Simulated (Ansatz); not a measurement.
Crystal: MnS.

```
Mn S
1.0
     0.00000    2.60450    2.60450
     2.60450    0.00000    2.60450
     2.60450    2.60450    0.00000
Mn S
1 1
Direct
  0.00000 0.00000 0.00000
  0.50000 0.50000 0.50000
```

Base run:

* Program: Ansatz 0.2.0
* Functional: PBEsol
* Potentials or basis: all-electron LAPW, scalar-relativistic
* Cutoff: 217 eV (chosen from the basis error)
* Basis error allowed: 0.001 eV/atom
* k mesh: 9 × 9 × 9
* Occupations: fermi-dirac, width 0.05 eV
* Spin: collinear spin, ferromagnetic start
* Starting moments: [4.0, 0.0] μB

Its results: pressure -7.3 GPa; net moment 4.69 μB per cell; site moments Mn +4.41; S +0.14 μB.

The run is repeated on the same cell with these changes: functional from PBEsol to revPBE. What comes out?

Pressure -0.2 GPa; net moment 4.76 μB per cell; site moments Mn +4.47; S +0.15 μB.

revPBE binds less tightly than PBEsol, so the same cell stands under more pressure.

Caveats: a cell with one magnetic atom can't hold antiferromagnetic order, which such compounds often take.
